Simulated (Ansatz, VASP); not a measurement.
## WC: VASP beside Ansatz

```
CELL_PARAMETERS angstrom
2.92189 0.00000 0.00000
-1.46095 2.53043 0.00000
0.00000 0.00000 2.84726
ATOMIC_POSITIONS crystal
W 0.00000 0.00000 0.00000
C 0.33333 0.66667 0.50000
```

The cell was built by a generator and needn't be a form met in nature.

Alike in both runs: functional PBE; k mesh 18 × 18 × 14; occupations gaussian, width 0.1 eV; no spin polarisation.

Ansatz relaxed the structure, and its values are those at the end. VASP's run is a single point on that final structure, the one shown.

|  | VASP | Ansatz |
| --- | --- | --- |
| version | VASP 6.6.1 | Ansatz 0.2.0 |
| potentials or method | VASP PAW PBE potentials, release 64 (W_sv, C) | scalar-relativistic, plane waves, PAW |
| plane-wave cutoff (eV) | 520 | 420 |
| valence electrons in the cell | 18 | 18 |

Ansatz gave:

| Quantity | Value |
| --- | --- |
| gap on the k mesh at the Fermi level (eV) | none |
| pressure (GPa) | 0.0 |

Task: Which values does VASP return?

Result: gap on the k mesh at the Fermi level (eV): none; pressure (GPa): 1.0.

A gap of «none» marks a metal or a gap that the smearing closes. The functional is the same, so the differences come from potentials, cutoffs and numerics.

The runs have no spin-orbit coupling, so splittings on W are missing.
